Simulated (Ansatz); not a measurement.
## How far is this NaI4 from the hull?

Theory: Ansatz, DFT PBE+D3(BJ), scalar-relativistic, plane waves, PAW. Settings: cutoff 420 eV, Γ-centred meshes spaced at most about 0.3 Å⁻¹, and about 0.25 Å⁻¹ or finer for metals (2π included), Gaussian smearing. No spin polarisation.

Energies over the elements count from the elements' standard structures at the same level, with no fitted energy shifts.

These are static total energies at zero pressure. These runs have no spin–orbit coupling, which can matter for I. In NaI4 P4/mmm an odd number of electrons in the primitive cell allows no gap without spin; a larger cell or a magnetic state could open one.

The competitors are the elements and 1 reference phase of this chemical system (from databases or known types: NaI), relaxed at the same level; other known phases may be missing.

The candidate was reached from: Na between sheets of the Se type, stage 2.

Space group P4/mmm (No. 123). a = 4.768 Å, b = 4.768 Å, c = 8.700 Å, α = 90.00°, β = 90.00°, γ = 90.00°
```
atom  site  symmetry       x       y       z
  Na    1c     4/mmm  0.5000  0.5000  0.0000
   I    4i      2mm. 0.0000  0.5000  0.7410
```

Problem. Into what would it decompose?

Solution. Its formation energy is -0.314 eV/atom. The lowest competing mixture at this composition is this:

```csv
phase,space group,source,share of atoms,ΔE_f (eV/atom)
I,-,element,0.6000,0.000
NaI,Fm-3m (No. 225),Materials Project,0.4000,-1.310
```

The mixture lies at -0.524 eV/atom, and the candidate lies 0.21 eV/atom above it. The candidate matches no cell in the subsets of the Crystallography Open Database and the Materials Project at hand. The margin is far too high for a likely synthesis.
